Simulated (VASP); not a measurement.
# Rb: intraband terms of a metal's spectrum

Rb, Cmcm (no. 63), 2 atoms in the cell. PBE, independent-particle dielectric function; PAW potentials Rb_sv (PBE set).

## Input

INCAR.step1:
```
EDIFF = 1E-7
ENCUT = 260
ISMEAR = 1
KPAR = 4
LASPH = T
LCHARG = T
LMAXMIX = 4
LWAVE = F
PREC = Accurate
SIGMA = 0.1
```

INCAR.step2:
```
CSHIFT = 0.1
EDIFF = 1E-6
ENCUT = 260
ICHARG = 11
ISMEAR = 0
KPAR = 4
LASPH = T
LCHARG = F
LMAXMIX = 4
LWAVE = T
NBANDS = 27
NEDOS = 3000
OMEGAMAX = 30
PREC = Accurate
SIGMA = 0.3
```

INCAR.step3, as INCAR.step2 but for:
```
- LWAVE = T
+ ALGO = None
+ ISTART = 1
+ LOPTICS = T
+ LWAVE = F
+ NELM = 1
```

INCAR.step4, as INCAR.step3 but for:
```
+ WPLASMAI = 0.03
```

INCAR.step5 to INCAR.step6 change the same tag again: WPLASMAI = 0.1, 0.3.

INCAR.step7, as INCAR.step6 but for:
```
- WPLASMAI = 0.3
+ RTIME = 5
```

INCAR.step8, as INCAR.step7 but for:
```
- RTIME = 5
+ RTIME = 40
```

INCAR.step9, as INCAR.step8 but for:
```
- RTIME = 40
+ LNABLA = T
```

INCAR.step10, as INCAR.step9 but for:
```
- ISMEAR = 0
- LNABLA = T
+ ISMEAR = -5
```

KPOINTS.step1:
```
k-points
0
Gamma
  6 6 3
```

KPOINTS.step2:
```
k-points
0
Gamma
  12 12 7
```

POSCAR:
```
Rb
1.0
    2.5381762600     -4.4447189800      0.0000000000
    2.5381762600      4.4447189800      0.0000000000
    0.0000000000      0.0000000000      8.4480028000
Rb
2
Direct
    0.1602887400      0.8397112600      0.7500000000
    0.8397112600      0.1602887400      0.2500000000
```

Commands (each step's output is kept before the next begins):
```
cat potpaw_PBE.64/Rb_sv/POTCAR > POTCAR
cp INCAR.step1 INCAR
cp KPOINTS.step1 KPOINTS
mpirun -np 4 vasp_std > vasp.out
cp INCAR.step2 INCAR
cp KPOINTS.step2 KPOINTS
mpirun -np 4 vasp_std > vasp.out
cp INCAR.step3 INCAR
mpirun -np 4 vasp_std > vasp.out
cp INCAR.step4 INCAR
mpirun -np 4 vasp_std > vasp.out
cp INCAR.step5 INCAR
mpirun -np 4 vasp_std > vasp.out
cp INCAR.step6 INCAR
mpirun -np 4 vasp_std > vasp.out
cp INCAR.step7 INCAR
mpirun -np 4 vasp_std > vasp.out
cp INCAR.step8 INCAR
mpirun -np 4 vasp_std > vasp.out
cp INCAR.step9 INCAR
mpirun -np 4 vasp_std > vasp.out
cp INCAR.step10 INCAR
mpirun -np 4 vasp_std > vasp.out
```

## Result

- Bands: 27

One ground state, settings moved in the last step alone:

| Settings | Plasma frequency (eV) | Im ε at 0.5 eV | Im ε at 1 eV | Im ε at 2 eV | Im ε at 4 eV | Time (s) |
|---|---|---|---|---|---|---|
| interband part alone | 3.50 | 5.0 | 1.2 | 0.4 | 0.1 | 13 |
| Drude term, WPLASMAI 0.03 | 3.50 | 7.9 | 1.5 | 0.5 | 0.1 | 12 |
| Drude term, WPLASMAI 0.1 | 3.50 | 14.4 | 2.4 | 0.6 | 0.1 | 12 |
| Drude term, WPLASMAI 0.3 | 3.50 | 26.6 | 4.6 | 0.9 | 0.2 | 12 |
| relaxation time RTIME 5 fs | 3.50 | 17.1 | 2.8 | 0.6 | 0.1 | 12 |
| relaxation time RTIME 40 fs | 3.50 | 6.6 | 1.4 | 0.4 | 0.1 | 13 |
| transversal form (LNABLA) | 3.52 | 5.0 | 1.2 | 0.4 | 0.1 | 14 |
| tetrahedron method | – | – | – | – | – | no result |

VASP 6.6.1 took 144 s on 4 cores (Intel Xeon Platinum 8375C @ 2.90GHz (Ice Lake)), a shared host.
